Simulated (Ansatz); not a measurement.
Crystal: As.

```
As
1.0
     2.70368    0.00000    0.00000
     0.00000    2.70368    0.00000
     0.00000    0.00000    2.70368
As
1
Direct
  0.50000 0.50000 0.50000
```

This isn't the form of As at room conditions, which is rhombohedral.

```yaml
Program: Ansatz 0.2.0
Task: relaxation of cell and atoms
Functional: PBE
Potentials_or_basis: Ansatz PAW
Cutoff: "420 eV (not typed: the program's choice for these potentials)"
k_mesh: 10 × 10 × 10
Occupations: fermi-dirac, width 0.05 eV
Spin: no spin polarisation
```

At the start: volume 19.76 Å³/atom.

Q: How do energy, volume and symmetry change on relaxing?

A: It ends after 4 steps and the volume is 20.28 Å³/atom (+2.6 %); space group Pm-3m (No. 221, to 0.05 Å).

The path:
```csv
step,energy change (eV),largest force (eV/Å),volume (Å³)
1,0.0000,0.0000,19.76
2,-0.0028,0.0000,20.46
3,-0.0033,0.0000,20.28
4,-0.0034,0.0000,20.28
```

Final structure:
```yaml
crystal:
  lattice:
    - [2.72707, 0.00000, 0.00000]
    - [0.00000, 2.72707, 0.00000]
    - [0.00000, 0.00000, 2.72707]
  atoms:
    - { symbol: As, position: [0.50000, 0.50000, 0.50000] }
```

Caveat: the plane-wave basis is chosen anew once the cell has moved, so the energies of steps on either side of that aren't comparable.
